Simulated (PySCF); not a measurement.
Species: acetone, C₃H₆O.
Atom-mapped SMILES: `[CH3:1][C:2]([CH3:3])=[O:4]` (hydrogens: H5, H6, H7 on C1; H8, H9, H10 on C3)

Method: PBE0-D3(BJ)/def2-TZVP geometry optimisation, gas phase in PySCF 2.14.0; density fitting, grid level 2; the optimiser is geomeTRIC in internal coordinates, started from a GFN2-xTB structure with every atom displaced at random (about 0.01 Å).

Step 0: E = -5251.9264 eV
```
atom  x, y, z in Å  |  force x, y, z in eV/Å
C1      1.2001   -0.4785    0.1647   -0.238   1.879  -0.593
C2      0.1631    0.6166   -0.1588    0.710  -0.371   0.084
C3     -1.2813    0.1539   -0.1007    1.018  -0.144   1.093
O4      0.5059    1.7424   -0.4360   -0.434  -0.464   0.125
H5      1.1250   -0.7000    1.2070   -0.032  -0.351   0.827
H6      0.9769   -1.3449   -0.4113   -0.104  -0.927  -0.411
H7      2.1979   -0.0955   -0.0595   -0.097  -0.119   0.011
H8     -1.9223    1.0033   -0.0828   -0.635   0.641  -0.068
H9     -1.4325   -0.4605    0.8129    0.015   0.273  -0.543
H10    -1.4804   -0.4596   -0.9583   -0.203  -0.416  -0.526
```

Step 1: E = -5251.9906 eV
```
atom  x, y, z in Å  |  force x, y, z in eV/Å
C1      1.1956   -0.4656    0.1465    0.011  -0.113   0.101
C2      0.1715    0.6112   -0.1124    0.075   0.647  -0.078
C3     -1.2732    0.1688   -0.1123   -0.122   0.166  -0.106
O4      0.5059    1.7664   -0.2980   -0.366  -0.918   0.132
H5      1.2663   -0.6356    1.2305   -0.088   0.009  -0.138
H6      0.9470   -1.4280   -0.3198   -0.059   0.220   0.076
H7      2.1669   -0.1252   -0.1965    0.139   0.033  -0.060
H8     -1.9692    1.0135   -0.1373    0.261  -0.070  -0.074
H9     -1.5037   -0.4498    0.7535    0.106  -0.066   0.213
H10    -1.4546   -0.4785   -0.9770    0.043   0.093  -0.067
```

Q: Estimate the geometry and energy of step 2. (The exact step hangs on the optimiser's Hessian estimate; all steps are aligned on step 1, rigid shifts and turns removed.)

A: E = -5252.0077 eV, largest force 0.258 eV/Å
```
atom  x, y, z in Å  |  force x, y, z in eV/Å
C1      1.2005   -0.4630    0.1476    0.036  -0.076   0.035
C2      0.1627    0.5955   -0.1099    0.103   0.233  -0.041
C3     -1.2745    0.1644   -0.1119   -0.111  -0.181   0.057
O4      0.4790    1.7449   -0.2970   -0.018  -0.002  -0.010
H5      1.2586   -0.6376    1.2276   -0.024  -0.022  -0.019
H6      0.9437   -1.4151   -0.3219   -0.009   0.005   0.006
H7      2.1755   -0.1186   -0.1956   -0.034   0.000   0.002
H8     -1.9393    1.0261   -0.1459    0.060   0.005  -0.015
H9     -1.4971   -0.4471    0.7681    0.007   0.017  -0.016
H10    -1.4567   -0.4724   -0.9840   -0.009   0.020   0.001
```

The energy changes by -0.0171 eV. The first-order estimate −F·Δx gives -0.0354 eV and the mean of the old and new forces, exact on a quadratic surface, -0.0171 eV. The step makes an angle of 63° with the force vector and moves no atom by more than 0.034 Å.

What follows is the cost of the whole optimisation. The run took 49 s of wall time on an Intel Xeon Platinum 8375C at 2.90 GHz with one thread (shared host), and the process peaked at 0.69 GiB of memory.
